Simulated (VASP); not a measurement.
Wanted: the native input for a VASP 6.6.1 run.

```yaml
Task: relaxation of cell and atoms
Functional: optB88-vdW
Potentials_or_basis: VASP PAW PBE potentials, release 64 (Ta_pv, S)
Cutoff: 600 eV
k_mesh: 9 × 9 × 5
Occupations: fermi-dirac, width 0.05 eV
Spin: no spin polarisation
Further_INCAR_settings: ALGO = Fast; EDIFF = 1e-07; IBRION = 2; EDIFFG = -0.02; NSW = 60; ISIF = 3
```

The structure of TaS2 lies in POSCAR:

```
TaS2
1.0
    3.3500000000      0.0000000000      0.0000000000
   -1.6750000000      2.9011851027      0.0000000000
    0.0000000000      0.0000000000      5.8600000000
Ta S
1 2
Direct
    0.0000000000      0.0000000000      0.0000000000
    0.6666666667      0.3333333333      0.7500000000
    0.3333333333      0.6666666667      0.2500000000
```

One way to write it, as run:

INCAR

```
SYSTEM = TaS2
  PREC = Accurate
  ENCUT = 600
  EDIFF = 1E-7
  ISMEAR = -1
  SIGMA = 0.05
  LREAL = .FALSE.
  LASPH = .TRUE.
  NELM = 60
  ALGO = Fast
  ISIF = 3
  LWAVE = .FALSE.
  LCHARG = .FALSE.
  GGA = BO
  LUSE_VDW = .TRUE.
  AGGAC = 0.0
  PARAM1 = 0.1833333333
  PARAM2 = 0.22
  IBRION = 2
  NSW = 60
  EDIFFG = -0.02
```

KPOINTS

```
regular mesh
0
G
  9 9 5
  0 0 0
```

Potentials or basis: VASP PAW PBE potentials, release 64 (Ta_pv, S).

Command:

```sh
$ cat potpaw_PBE.64/Ta_pv/POTCAR potpaw_PBE.64/S/POTCAR > POTCAR
$ mpirun -np 1 vasp_std > vasp.out
```

It gave:

| Item | Value |
| --- | --- |
| Relaxed volume | 19.79 Å³/atom |
| Relaxed cell | a = 3.383 Å, b = 3.383 Å, c = 5.991 Å, α = 90.00°, β = 90.00°, γ = 120.00° |
| Space group after relaxing (to 0.05 Å) | P-3m1 (No. 164) |
| Energy gained by relaxing | 42.1 meV/atom |
| Ionic steps | 11 |
| Pressure after relaxing | 0.0 GPa |
| Largest force after relaxing | 0.011 eV/Å |
| Band gap on the k mesh | none (metal or under the smearing width) |

Caveat: the PAW data sets were made with another functional, which shifts forces and pressure a little.

Wall time 9.3 min on 1 thread of AMD EPYC 9R45 (Zen 5), on a shared host, peak memory 0.43 GiB.
